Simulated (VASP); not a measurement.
# MgO (P-6m2) in VASP: notebook

The runs below take MgO through single point, with PBE.

Program: VASP 6.6.1. These are calculated values, not measurements. Logs are shortened: lines on timing, memory, paths and dates and some standing lists are left out, and cuts for length are marked.

### Step 1. Starting point

The structure is hexagonal, space group P-6m2 (No. 187). The conventional cell has a = 2.938 Å, b = 2.938 Å, c = 2.680 Å, α = 90.00°, β = 90.00°, γ = 120.00°. Around Mg (site symmetry -6m2) lie 6 O at 2.16 Å. O (site symmetry -6m2) is surrounded by 6 Mg at 2.16 Å.

Measurements of this composition are mostly on another form, of space group No. 225.

### Step 2. Single point, PBE

Input file INCAR:

```
ADDGRID = False
ALGO = Normal
EDIFF = 1E-7
ENCUT = 900
GGA = PE
ISIF = 2
ISMEAR = 0
LASPH = True
LCHARG = False
LREAL = False
LWAVE = False
NELM = 100
PREC = Low
SIGMA = 0.05
```

Input file KPOINTS:

```
k-points
0
Gamma
  11 11 10
```

Input file POSCAR:

```
MgO
1.0
    2.9380209034      0.0000000000      0.0000000000
   -1.4690104517      2.5444007392      0.0000000000
    0.0000000000      0.0000000000      2.6796800000
Mg O
1 1
Direct
    0.0000000000      0.0000000000      0.0000000000
    0.3333333333      0.6666666667      0.5000000000
```

Potentials or basis: VASP PAW PBE potentials, release 64 (Mg, O_h).

Command:

```bash
> cat potpaw_PBE.64/Mg/POTCAR potpaw_PBE.64/O_h/POTCAR > POTCAR
> mpirun -np 1 vasp_std > vasp.out
```

OUTCAR:

```text
EDIFF = 1E-7
   ENCUT = 900
   GGA = PE
   ISIF = 2
   ISMEAR = 0
   LASPH = True
   LREAL = False
   NELM = 100
   PREC = Low

 Found     96 irreducible k-points:

 Following reciprocal coordinates:
            Coordinates               Weight
  0.000000  0.000000  0.000000      1.000000
  0.090909  0.000000  0.000000      6.000000
  0.181818  0.000000  0.000000      6.000000
  0.272727  0.000000  0.000000      6.000000
  0.363636  0.000000  0.000000      6.000000
  0.454545  0.000000  0.000000      6.000000
   k-points           NKPTS =     96   k-points in BZ     NKDIM =     96   number of bands    NBANDS=      8
   number of dos      NEDOS =    301   number of ions     NIONS =      2
   total plane-waves  NPLWV =  11520
   dimension x,y,z NGX =    24 NGY =   24 NGZ =   20
   dimension x,y,z NGXF=    28 NGYF=   28 NGZF=   28
   ions per type =               1   1
   NGX,Y,Z   is equivalent  to a cutoff of  13.58, 13.58, 12.41 a.u.
   NGXF,Y,Z  is equivalent  to a cutoff of  15.84, 15.84, 17.37 a.u.
 SYSTEM =  unknown system
   PREC   = low       normal or accurate (medium, high low for compatibility)
   ISTART =      0    job   : 0-new  1-cont  2-samecut
   ICHARG =      2    charge: 1-file 2-atom 10-const
   ISPIN  =      1    spin polarized calculation?
   LNONCOLLINEAR =      F non collinear calculations
   LSORBIT =      F    spin-orbit coupling
   LASPH  =      T    aspherical Exc in radial PAW
   ENCUT  =  900.0 eV  66.15 Ry    8.13 a.u.   7.19  7.19  6.55*2*pi/ulx,y,z
   NELM   =    100;   NELMIN=  2; NELMDL= -5     # of ELM steps
   EDIFF  = 0.1E-06   stopping-criterion for ELM
   LREAL  =      F    real-space projection
   EDIFFG = 0.1E-05   stopping-criterion for IOM
   NSW    =      0    number of steps for IOM
   IBRION =     -1    ionic relax: 0-MD 1-quasi-New 2-CG
   NFREE  =      0    steps in history (QN), initial steepest desc. (CG)
   ISIF   =      2    stress and relaxation
   ISYM   =      2    0-nonsym 1-usesym 2-fastsym
   POTIM  = 0.5000    time-step for ionic-motion
   TEBEG  =    0.0;   TEEND  =   0.0 temperature during run
   PSTRESS=    0.0 pullay stress
   NELECT =       8.0000    total number of electrons
   NUPDOWN=      -1.0000    fix difference up-down
   EMIN   =  10.00;   EMAX   =-10.00  energy-range for DOS
   EFERMI =   0.00;   METHOD = LEGACY
   ISMEAR =     0;   SIGMA  =   0.05  broadening in eV -4-tet -1-fermi 0-gaus
   EFERMI_NEDOS =   21; number of points for ismear=-14 and -15
   IALGO  =     38    algorithm
   IMIX   =      4    mixing-type and parameters
     AMIX     =   0.40;   BMIX     =  1.00
     AMIX_MAG =   1.60;   BMIX_MAG =  1.00
  volume/ion in A,a.u.               =      10.02        67.59
  Fermi-wavevector in a.u.,A,eV,Ry     =   1.205583  2.278221 19.775115  1.453430
  Thomas-Fermi vector in A             =   2.341275
   LORBIT       =      0    0 simple, 1 ext, 2 COOP (PROOUT), +10 PAW based schemes
   GGA     = PE    functional components
   LHFCALC =     F    Hartree Fock is set to
   AEXX    =    0.0000 exact exchange contribution
   IVDW    =     0    specifies the selected vdW correction
   LEPSILON=     F    determine dielectric tensor
   LRPA    =     F    only Hartree local field effects (RPA)
 non-spin polarized calculation
 Gauss-broadening in eV      SIGMA  =   0.05
  energy-cutoff  :      900.00
  volume of cell :       20.03
 maximum number of plane-waves:      1242
   NGX = 15   NGY = 15   NGZ = 13

 number of electron       7.9999946 magnetization

 Free energy of the ion-electron system (eV)
  ---------------------------------------------------
  ext. energy  EPLUGINS =         0.00000000
  ---------------------------------------------------
  free energy    TOTEN  =       -11.23751225 eV

  energy without entropy =      -11.23751225  energy(sigma->0) =      -11.23751225

 E-fermi :   3.9743     XC(G=0): -10.7378

 val. band max:        3.6816498829   @ k =   0.3636   0.2727   0.0000
 cond. band min:       6.6854877813   @ k =   0.0000   0.0000   0.0000
 fundamental gap:      3.0038378983
 Fermi energy:         3.9743244430

 k-point     1 :       0.0000    0.0000    0.0000
  band No.  band energies     occupation
      1     -13.7463      2.00000
      2       3.0829      2.00000
      3       3.0829      2.00000
      4       3.2847      2.00000
      5       6.6855      0.00000
      6      15.5583      0.00000
      7      19.2533      0.00000
      8      19.2533      0.00000

 k-point     2 :       0.0909    0.0000    0.0000
  band No.  band energies     occupation
      1     -13.6741      2.00000
      2       2.5202      2.00000
      3       3.0208      2.00000
      4       3.3112      2.00000
      5       7.2221      0.00000
      6      15.5744      0.00000
      7      18.4025      0.00000
      8      19.4668      0.00000

 k-point     3 :       0.1818    0.0000    0.0000
  band No.  band energies     occupation
      1     -13.4736      2.00000
      2       1.3994      2.00000
      3       2.8594      2.00000
      4       3.3833      2.00000
      5       8.2706      0.00000
      6      15.2530      0.00000
      7      17.5794      0.00000
      8      20.0190      0.00000

 k-point     4 :       0.2727    0.0000    0.0000
  band No.  band energies     occupation
      1     -13.1934      2.00000
      2       0.2676      2.00000
      3       2.6588      2.00000
      4       3.4808      2.00000
      5       9.2847      0.00000
      6      14.5054      0.00000
      7      17.4861      0.00000
      8      20.6768      0.00000

 k-point     5 :       0.3636    0.0000    0.0000
  band No.  band energies     occupation
      1     -12.9151      2.00000
      2      -0.6283      2.00000
      3       2.4841      2.00000
      4       3.5735      2.00000
      5       9.9812      0.00000
      6      14.1030      0.00000
      7      17.2641      0.00000
      8      21.1910      0.00000

 k-point     6 :       0.4545    0.0000    0.0000
  band No.  band energies     occupation
      1     -12.7384      2.00000
      2      -1.1261      2.00000
      3       2.3841      2.00000
      4       3.6300      2.00000
      5      10.2562      0.00000
      6      14.1762      0.00000
      7      16.8567      0.00000
      8      21.4490      0.00000

 [... further k-points ...]

------------------------ aborting loop because EDIFF is reached ----------------------------------------

  FORCE on cell =-STRESS in cart. coord.  units (eV):
  Direction    XX          YY          ZZ          XY          YZ          ZX
  --------------------------------------------------------------------------------------
  -------------------------------------------------------------------------------------
  Total       -0.1302035     -0.1302035     -0.1366234      0.0000000      0.0000000      0.0000000
  in kB      -10.4138174    -10.4138174    -10.9272876      0.0000000      0.0000000      0.0000000
  external PRESSURE =     -10.5849741 kB  Pullay stress =       0.0000000 kB

 VOLUME and BASIS-vectors are now :
 -----------------------------------------------------------------------------
  energy-cutoff  :      900.00
  volume of cell :       20.03
      direct lattice vectors                 reciprocal lattice vectors
     2.938020903  0.000000000  0.000000000     0.340365175  0.196509926  0.000000000
    -1.469010452  2.544400739  0.000000000     0.000000000  0.393019851  0.000000000
     0.000000000  0.000000000  2.679680000     0.000000000  0.000000000  0.373178887

 POSITION                                       TOTAL-FORCE (eV/Angst)
 -----------------------------------------------------------------------------------
      0.00000      0.00000      0.00000         0.000000      0.000000      0.000000
     -0.00000      1.69627      1.33984        -0.000000     -0.000000      0.000000
 -----------------------------------------------------------------------------------
    total drift:                                0.000031     -0.000018     -0.000000

  FREE ENERGIE OF THE ION-ELECTRON SYSTEM (eV)
  ---------------------------------------------------
  free  energy   TOTEN  =       -11.2375122527 eV

  energy  without entropy=      -11.2375122527  energy(sigma->0) =      -11.23751225
```

Wall time 14 s (1 thread of AMD EPYC 7R13 (Zen 3), shared host); peak memory 0.12 GiB.

These settings aren't checked as converged: the numbers below hold their error.

What came out:

- Free energy: -11.2375 eV
- Pressure: -1.1 GPa
- Band gap on the k mesh: 3.00 eV, indirect (least direct gap 3.40 eV)

Caveat: the cutoff is under 1.25 times the usual one of these potentials, so pressure, stress and relaxed cells hold a basis-set (Pulay) error; an odd mesh through Γ misses points on the zone boundary, where band edges often lie.

### Step 3. Single point, PBE

INCAR is that of step 2.

KPOINTS is that of step 2.

Input file POSCAR:

```
MgO
1.0
    2.9380209034      0.0000000000      0.0000000000
   -1.4690104517      2.5444007392      0.0000000000
    0.0000000000      0.0000000000      2.6796800000
Mg O
1 1
Direct
   -0.0050010000     -0.0013850000      0.0023980000
    0.2972290000      0.6917140000      0.5132270000
```

Potentials or basis: VASP PAW PBE potentials, release 64 (Mg, O_h).

Command:

```bash
> cat potpaw_PBE.64/Mg/POTCAR potpaw_PBE.64/O_h/POTCAR > POTCAR
> mpirun -np 1 vasp_std > vasp.out
```

OUTCAR:

```text
EDIFF = 1E-7
   ENCUT = 900
   GGA = PE
   ISIF = 2
   ISMEAR = 0
   LASPH = True
   LREAL = False
   NELM = 100
   PREC = Low

 Found    606 irreducible k-points:

 Following reciprocal coordinates:
            Coordinates               Weight
  0.000000  0.000000  0.000000      1.000000
  0.090909  0.000000  0.000000      2.000000
  0.000000  0.090909  0.000000      2.000000
 -0.090909  0.090909  0.000000      2.000000
  0.181818  0.000000  0.000000      2.000000
[... 140 lines left out ...]

 [... further k-points ...]

------------------------ aborting loop because EDIFF is reached ----------------------------------------

  FORCE on cell =-STRESS in cart. coord.  units (eV):
  Direction    XX          YY          ZZ          XY          YZ          ZX
  --------------------------------------------------------------------------------------
  -------------------------------------------------------------------------------------
  Total        0.0701237     -0.0161491      0.1356357     -0.0667574      0.0587902     -0.1039446
  in kB        5.6085694     -1.2916248     10.8482900     -5.3393252      4.7021056     -8.3135987
  external PRESSURE =       5.0550782 kB  Pullay stress =       0.0000000 kB

 VOLUME and BASIS-vectors are now :
 -----------------------------------------------------------------------------
  energy-cutoff  :      900.00
  volume of cell :       20.03
      direct lattice vectors                 reciprocal lattice vectors
     2.938020903  0.000000000  0.000000000     0.340365175  0.196509926  0.000000000
    -1.469010452  2.544400739  0.000000000     0.000000000  0.393019851  0.000000000
     0.000000000  0.000000000  2.679680000     0.000000000  0.000000000  0.373178887

 POSITION                                       TOTAL-FORCE (eV/Angst)
 -----------------------------------------------------------------------------------
      1.45635      2.54088      0.00643        -0.575957      0.320002      0.119613
     -0.14287      1.76000      1.37528         0.575957     -0.320002     -0.119613
 -----------------------------------------------------------------------------------
    total drift:                                0.001281     -0.001665      0.010980

  FREE ENERGIE OF THE ION-ELECTRON SYSTEM (eV)
  ---------------------------------------------------
  free  energy   TOTEN  =       -11.1922132424 eV

  energy  without entropy=      -11.1922132424  energy(sigma->0) =      -11.19221324
```

stdout:

```text
POSCAR found type information on POSCAR MgO
 POSCAR found :  2 types and       2 ions
 scaLAPACK will be used
 LDA part: xc-table for (Slater+PW92), standard interpolation
 POSCAR, INCAR and KPOINTS ok, starting setup
 FFT: planning ... GRIDC
 FFT: planning ... GRID_SOFT
 FFT: planning ... GRID
 WAVECAR not read
 entering main loop
```

Run time: 80 s. Hardware: 1 thread of AMD EPYC 7R13 (Zen 3), shared host; peak memory 0.32 GiB.

These settings aren't checked as converged: the numbers below hold their error.

What came out:

```
Free energy            : -11.1922 eV
Pressure               : 0.5 GPa
Largest force          : 0.670 eV/Å
Band gap on the k mesh : 2.92 eV, indirect (least direct gap 3.41 eV)
```

Caveat: the cutoff is under 1.25 times the usual one of these potentials, so pressure, stress and relaxed cells hold a basis-set (Pulay) error; an odd mesh through Γ misses points on the zone boundary, where band edges often lie.

### Step 4. Single point, PBE

Edit INCAR of step 3 so:

```diff
@@ -12,3 +12,3 @@
 NELM = 100
-PREC = Low
+PREC = Normal
 SIGMA = 0.05
```

KPOINTS is that of step 3.

Input file POSCAR:

```
MgO
1.0
    2.9380209034      0.0000000000      0.0000000000
   -1.4690104517      2.5444007392      0.0000000000
    0.0000000000      0.0000000000      2.6796800000
Mg O
1 1
Direct
    0.0000000000      0.0000000000      0.0000000000
    0.3333333333      0.6666666667      0.5000000000
```

Command:

```bash
> cat potpaw_PBE.64/Mg/POTCAR potpaw_PBE.64/O_h/POTCAR > POTCAR
> mpirun -np 1 vasp_std > vasp.out
```

It took 15 s on 1 thread of AMD EPYC 7R13 (Zen 3), shared host; peak memory 0.14 GiB.

The run converged, but some of its settings lie outside the range that counts as converged, so its numbers aren't taken as properties of the crystal.

What came out:

```yaml
Free_energy: -11.2378 eV
Pressure: -1.1 GPa
Band_gap_on_the_k_mesh: 3.00 eV, indirect (least direct gap 3.40 eV)
```

Caveat: the cutoff is under 1.25 times the usual one of these potentials, so pressure, stress and relaxed cells hold a basis-set (Pulay) error; an odd mesh through Γ misses points on the zone boundary, where band edges often lie.

### Step 5. Single point, PBE

INCAR is that of step 4.

KPOINTS is that of step 4.

Input file POSCAR:

```
MgO
1.0
    2.9380209034      0.0000000000      0.0000000000
   -1.4690104517      2.5444007392      0.0000000000
    0.0000000000      0.0000000000      2.6796800000
Mg O
1 1
Direct
   -0.0050010000     -0.0013850000      0.0023980000
    0.2972290000      0.6917140000      0.5132270000
```

Command:

```bash
> cat potpaw_PBE.64/Mg/POTCAR potpaw_PBE.64/O_h/POTCAR > POTCAR
> mpirun -np 1 vasp_std > vasp.out
```

Wall time 85 s (1 thread of AMD EPYC 7R13 (Zen 3), shared host); peak memory 0.34 GiB.

The run converged, but some of its settings lie outside the range that counts as converged, so its numbers aren't taken as properties of the crystal.

Results:

| Quantity | Value |
| --- | --- |
| Free energy | -11.1922 eV |
| Pressure | 0.5 GPa |
| Largest force | 0.670 eV/Å |
| Band gap on the k mesh | 2.92 eV, indirect (least direct gap 3.40 eV) |

Caveat: the cutoff is under 1.25 times the usual one of these potentials, so pressure, stress and relaxed cells hold a basis-set (Pulay) error; an odd mesh through Γ misses points on the zone boundary, where band edges often lie.

### Step 6. Single point, PBE

Edit INCAR of step 5 so:

```diff
@@ -9,6 +9,6 @@
 LCHARG = False
-LREAL = False
+LREAL = Auto
 LWAVE = False
 NELM = 100
-PREC = Normal
+PREC = Accurate
 SIGMA = 0.05
```

KPOINTS is that of step 5.

Input file POSCAR:

```
MgO
1.0
    2.9380209034      0.0000000000      0.0000000000
   -1.4690104517      2.5444007392      0.0000000000
    0.0000000000      0.0000000000      2.6796800000
Mg O
1 1
Direct
    0.0000000000      0.0000000000      0.0000000000
    0.3333333333      0.6666666667      0.5000000000
```

Potentials or basis: VASP PAW PBE potentials, release 64 (Mg, O_h).

Command:

```bash
> cat potpaw_PBE.64/Mg/POTCAR potpaw_PBE.64/O_h/POTCAR > POTCAR
> mpirun -np 1 vasp_std > vasp.out
```

It took 44 s on 1 thread of AMD EPYC 7R13 (Zen 3), shared host; peak memory 0.14 GiB.

The run converged, but some of its settings lie outside the range that counts as converged, so its numbers aren't taken as properties of the crystal.

What came out:

- Free energy: -11.2390 eV
- Pressure: -1.1 GPa
- Band gap on the k mesh: 3.00 eV, indirect (least direct gap 3.40 eV)

Caveat: the cutoff is under 1.25 times the usual one of these potentials, so pressure, stress and relaxed cells hold a basis-set (Pulay) error; an odd mesh through Γ misses points on the zone boundary, where band edges often lie.

### Step 7. The reference run

An earlier run on the cell as given: functional PBE; potentials or basis VASP PAW PBE potentials, release 64 (Mg, O); cutoff 520 eV; k mesh 10 × 10 × 10; occupations fermi-dirac, width 0.05 eV; no spin polarisation.

- Pressure: -0.7 GPa
- Band gap on the k mesh: 3.01 eV, indirect (least direct gap 3.40 eV)
